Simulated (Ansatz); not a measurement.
Wurtzite BeO, treated with PBE0 in Ansatz (PAW).

Run with plane-wave cutoff 460 eV, 12×12×6 k mesh (along the axes of the cell as run), Fermi–Dirac smearing 0.01 eV, scalar-relativistic PAW data made under PBE.

Computed at the level's own relaxed cell.

```yaml
crystal:
  lattice:
    - [1.34304, -2.32621, 0.00000]
    - [1.34304, 2.32621, 0.00000]
    - [0.00000, 0.00000, 4.36006]
  atoms:
    - { symbol: Be, position: [0.66667, 0.33333, 0.50007] }
    - { symbol: Be, position: [0.33333, 0.66667, 0.00007] }
    - { symbol: O, position: [0.66667, 0.33333, 0.87793] }
    - { symbol: O, position: [0.33333, 0.66667, 0.37793] }
```

List the 10 lowest band energies at Γ above −25 eV (eV, relative to the valence band maximum), grouping those that round alike.

At Γ: -20.45, -18.49, -6.82, -1.12 (×2), -0.05 (×2), 0.00, 10.39, 14.58.

Note: the run warned that its exchange threshold was loose for the stress.

Ansatz is an electronic-structure program.
